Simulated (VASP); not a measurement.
# Se (R-3) in VASP: single point with PBEsol

Aim: the single point of Se with PBEsol.

All numbers are computed with VASP 6.6.1; they aren't measurements. Logs are shortened: lines on timing, memory, paths and dates and some standing lists are left out, and cuts for length are marked.

### Step 1. The structure

It takes space group R-3 (No. 148, trigonal). The conventional cell has a = 11.362 Å, b = 11.362 Å, c = 4.429 Å, α = 90.00°, β = 90.00°, γ = 120.00°. Se (site symmetry 1) is surrounded by 2 Se at 2.36 Å.

This isn't the form of Se at room conditions, which is trigonal, of chains.

### Step 2. Single point, PBEsol

The input, INCAR:

```
SYSTEM = Se
PREC = Accurate
ENCUT = 520
EDIFF = 1E-6
ISMEAR = 0
SIGMA = 0.1
LREAL = .False.
LASPH = .True.
NELM = 100
ALGO = Fast
ISIF = 2
LWAVE = .False.
LCHARG = .False.
GGA = PS
NBANDS = 27
```

The input, KPOINTS:

```
Automatic mesh
0
Gamma
  6 6 6
  0 0 0
```

The input, POSCAR:

```
Se
1.0
    5.6809998619      3.2799267995      1.4763300000
   -5.6809998619      3.2799267995      1.4763300000
    0.0000000000     -6.5598535991      1.4763300000
Se
6
Direct
    0.2806600000      0.1625100000      0.9181800000
    0.9181800000      0.2806600000      0.1625100000
    0.1625100000      0.9181800000      0.2806600000
    0.7193400000      0.8374900000      0.0818200000
    0.0818200000      0.7193400000      0.8374900000
    0.8374900000      0.0818200000      0.7193400000
```

Potentials or basis: VASP PAW PBE potentials, release 64 (Se).

Run with:

```sh
$ cat potpaw_PBE.64/Se/POTCAR > POTCAR
$ mpirun -np 1 vasp_std > vasp.out
```

OUTCAR:

```text
SYSTEM = Se
   PREC = Accurate
   ENCUT = 520
   EDIFF = 1E-6
   ISMEAR = 0
   LREAL = .False.
   LASPH = .True.
   NELM = 100
   ISIF = 2
   GGA = PS

 ion  position               nearest neighbor table
   1  0.281  0.163  0.918-   5 2.36   6 2.36
   2  0.918  0.281  0.163-   4 2.36   6 2.36
   3  0.163  0.918  0.281-   4 2.36   5 2.36
   4  0.719  0.837  0.082-   2 2.36   3 2.36
   5  0.082  0.719  0.837-   1 2.36   3 2.36
   6  0.837  0.082  0.719-   1 2.36   2 2.36

  LATTYP: Found a trigonal (rhomboedric) cell.
 ALAT       =     6.7239296182
 COS(alpha) =    -0.4276877573

  Lattice vectors:

 A1 = (   5.6809998619,   3.2799267995,   1.4763300000)
 A2 = (  -5.6809998619,   3.2799267995,   1.4763300000)
 A3 = (   0.0000000000,  -6.5598535991,   1.4763300000)

Analysis of symmetry for initial positions (statically):
=====================================================================
 Subroutine PRICEL returns:
 Original cell was already a primitive cell.

 Routine SETGRP: Setting up the symmetry group for a
 trigonal (rhombohedral) supercell.

 Subroutine GETGRP returns: Found  6 space group operations
 (whereof  6 operations were pure point group operations)
 out of a pool of 12 trial point group operations.

The static configuration has the point symmetry S_6 .

Analysis of symmetry for dynamics (positions and initial velocities):
=====================================================================
 Subroutine PRICEL returns:
 Original cell was already a primitive cell.

 Routine SETGRP: Setting up the symmetry group for a
 trigonal (rhombohedral) supercell.

 Subroutine GETGRP returns: Found  6 space group operations
 (whereof  6 operations were pure point group operations)
 out of a pool of 12 trial point group operations.

The dynamic configuration has the point symmetry S_6 .

 Subroutine INISYM returns: Found  6 space group operations
 (whereof  6 operations are pure point group operations),
 and found     1 'primitive' translations

----------------------------------------------------------------------------------------

                                     Primitive cell

  volume of cell :     165.0531

  direct lattice vectors                    reciprocal lattice vectors
     5.680999862  3.279926800  1.476330000     0.088012676  0.050814142  0.225785111
    -5.680999862  3.279926800  1.476330000    -0.088012676  0.050814142  0.225785111
     0.000000000 -6.559853599  1.476330000     0.000000000 -0.101628284  0.225785111

  length of vectors
[... 95 lines left out ...]
   NFREE  =      0    steps in history (QN), initial steepest desc. (CG)
   ISIF   =      2    stress and relaxation
   ISYM   =      2    0-nonsym 1-usesym 2-fastsym
   POTIM  = 0.5000    time-step for ionic-motion
   TEBEG  =    0.0;   TEEND  =   0.0 temperature during run
   PSTRESS=    0.0 pullay stress
   NELECT =      36.0000    total number of electrons
   NUPDOWN=      -1.0000    fix difference up-down
   EMIN   =  10.00;   EMAX   =-10.00  energy-range for DOS
   EFERMI =   0.00;   METHOD = LEGACY
   ISMEAR =     0;   SIGMA  =   0.10  broadening in eV -4-tet -1-fermi 0-gaus
   EFERMI_NEDOS =   21; number of points for ismear=-14 and -15
   IALGO  =     68    algorithm
   IMIX   =      4    mixing-type and parameters
     AMIX     =   0.40;   BMIX     =  1.00
     AMIX_MAG =   1.60;   BMIX_MAG =  1.00
  volume/ion in A,a.u.               =      27.51       185.64
  Fermi-wavevector in a.u.,A,eV,Ry     =   0.985450  1.862230 13.212768  0.971111
  Thomas-Fermi vector in A             =   2.116758
   LORBIT       =      0    0 simple, 1 ext, 2 COOP (PROOUT), +10 PAW based schemes
   GGA     = PS    functional components
   LHFCALC =     F    Hartree Fock is set to
   AEXX    =    0.0000 exact exchange contribution
   IVDW    =     0    specifies the selected vdW correction
   LEPSILON=     F    determine dielectric tensor
   LRPA    =     F    only Hartree local field effects (RPA)
 non-spin polarized calculation
 RMM-DIIS sequential band-by-band and
 Gauss-broadening in eV      SIGMA  =   0.10
  energy-cutoff  :      520.00
  volume of cell :      165.05
 maximum number of plane-waves:      4465
   NGX = 25   NGY = 25   NGZ = 25

 number of electron      36.0000000 magnetization

 Free energy of the ion-electron system (eV)
  ---------------------------------------------------
  ext. energy  EPLUGINS =         0.00000000
  ---------------------------------------------------
  free energy    TOTEN  =       -22.72060143 eV

  energy without entropy =      -22.72060143  energy(sigma->0) =      -22.72060143

 E-fermi :   2.7383     XC(G=0):  -8.9851

 val. band max:        2.2694135066   @ k =   0.5000   0.5000   0.5000
 cond. band min:       3.3943186429   @ k =  -0.1667   0.1667   0.1667
 fundamental gap:      1.1249051363
 Fermi energy:         2.7383400306

 k-point     1 :       0.0000    0.0000    0.0000
  band No.  band energies     occupation
      1     -13.5530      2.00000
      2     -11.8208      2.00000
      3     -11.8208      2.00000
      4      -9.5738      2.00000
      5      -9.5738      2.00000
      6      -7.8822      2.00000
[... 709 lines left out ...]
     26       8.2045      0.00000
     27       8.7716      0.00000

 [... further k-points ...]

------------------------ aborting loop because EDIFF is reached ----------------------------------------

  FORCE on cell =-STRESS in cart. coord.  units (eV):
  Direction    XX          YY          ZZ          XY          YZ          ZX
  --------------------------------------------------------------------------------------
  -------------------------------------------------------------------------------------
  Total        0.2624997      0.2624997      0.3927938      0.0000006     -0.0000000      0.0000000
  in kB        2.5480959      2.5480959      3.8128667      0.0000056     -0.0000000      0.0000000
  external PRESSURE =       2.9696862 kB  Pullay stress =       0.0000000 kB

 VOLUME and BASIS-vectors are now :
 -----------------------------------------------------------------------------
  energy-cutoff  :      520.00
  volume of cell :      165.05
      direct lattice vectors                 reciprocal lattice vectors
     5.680999862  3.279926800  1.476330000     0.088012676  0.050814142  0.225785111
    -5.680999862  3.279926800  1.476330000    -0.088012676  0.050814142  0.225785111
     0.000000000 -6.559853599  1.476330000     0.000000000 -0.101628284  0.225785111

 POSITION                                       TOTAL-FORCE (eV/Angst)
 -----------------------------------------------------------------------------------
      0.67121     -4.56956      2.00980         0.153719      0.292067      0.205880
      3.62175      2.86607      2.00980        -0.329797     -0.012909      0.205880
     -4.29296      1.70350      2.00980         0.176078     -0.279159      0.205880
     -0.67121      4.56956      2.41919        -0.153719     -0.292067     -0.205880
     -3.62175     -2.86607      2.41919         0.329797      0.012909     -0.205880
      4.29296     -1.70350      2.41919        -0.176078      0.279159     -0.205880
 -----------------------------------------------------------------------------------
    total drift:                                0.000000     -0.000000     -0.000000

  FREE ENERGIE OF THE ION-ELECTRON SYSTEM (eV)
  ---------------------------------------------------
  free  energy   TOTEN  =       -22.7206014278 eV

  energy  without entropy=      -22.7206014278  energy(sigma->0) =      -22.72060143
```

OSZICAR:

```text
N       E                     dE             d eps       ncg     rms          rms(c)
DAV:   1     0.197076265055E+03    0.19708E+03   -0.14632E+04  2160   0.112E+03
DAV:   2    -0.606890876090E+01   -0.20315E+03   -0.19664E+03  2830   0.188E+02
DAV:   3    -0.228023427715E+02   -0.16733E+02   -0.16599E+02  2806   0.585E+01
DAV:   4    -0.230005354561E+02   -0.19819E+00   -0.19780E+00  2514   0.729E+00
DAV:   5    -0.230023122258E+02   -0.17768E-02   -0.17764E-02  2614   0.721E-01    0.980E+00
RMM:   6    -0.228046510219E+02    0.19766E+00   -0.89049E-02  2233   0.135E+00    0.589E+00
RMM:   7    -0.227207396894E+02    0.83911E-01   -0.20912E-01  2357   0.221E+00    0.279E-01
RMM:   8    -0.227204000200E+02    0.33967E-03   -0.17608E-02  2453   0.769E-01    0.563E-02
RMM:   9    -0.227205421311E+02   -0.14211E-03   -0.24441E-03  2646   0.294E-01    0.629E-02
RMM:  10    -0.227205886129E+02   -0.46482E-04   -0.39335E-04  2552   0.117E-01    0.458E-02
RMM:  11    -0.227205986427E+02   -0.10030E-04   -0.12408E-04  2665   0.593E-02    0.383E-03
RMM:  12    -0.227206009901E+02   -0.23473E-05   -0.23072E-05  2583   0.252E-02    0.577E-03
RMM:  13    -0.227206014278E+02   -0.43771E-06   -0.61268E-06  1879   0.123E-02
   1 F= -.22720601E+02 E0= -.22720601E+02  d E =-.801647E-13
```

stdout:

```text
POSCAR found type information on POSCAR Se
 POSCAR found :  1 types and       6 ions
 scaLAPACK will be used
 -----------------------------------------------------------------------------
|                                                                             |
|                                                                             |
|     You enforced a specific xc type in the INCAR file but a different       |
|     I HOPE YOU KNOW WHAT YOU ARE DOING!                                     |
|                                                                             |
 -----------------------------------------------------------------------------

 LDA part: xc-table for (Slater+PW92), standard interpolation
 POSCAR, INCAR and KPOINTS ok, starting setup
 FFT: planning ... GRIDC
 FFT: planning ... GRID_SOFT
 FFT: planning ... GRID
 WAVECAR not read
 entering main loop
```

It took 4.5 min on 1 thread of Intel Xeon Platinum 8259CL at 2.50GHz (Skylake/Cascade Lake), shared host; peak memory 0.4 GiB.

Results:

| Property | Result |
| --- | --- |
| Free energy | -22.7206 eV |
| Pressure | 0.3 GPa |
| Largest force | 0.389 eV/Å |
| Band gap on the k mesh | 1.12 eV, indirect (least direct gap 1.37 eV) |

Forces on the atoms (eV/Å):
```
Se   0.154  0.292  0.206
Se  -0.330 -0.013  0.206
Se   0.176 -0.279  0.206
Se  -0.154 -0.292 -0.206
Se   0.330  0.013 -0.206
Se  -0.176  0.279 -0.206
```

Stress tensor (GPa, compression positive):
```
0.25 0.00 0.00
0.00 0.25 0.00
0.00 0.00 0.38
```

Caveat: the PAW data sets were made with another functional, which shifts forces and pressure a little. A k mesh can miss the band edges.
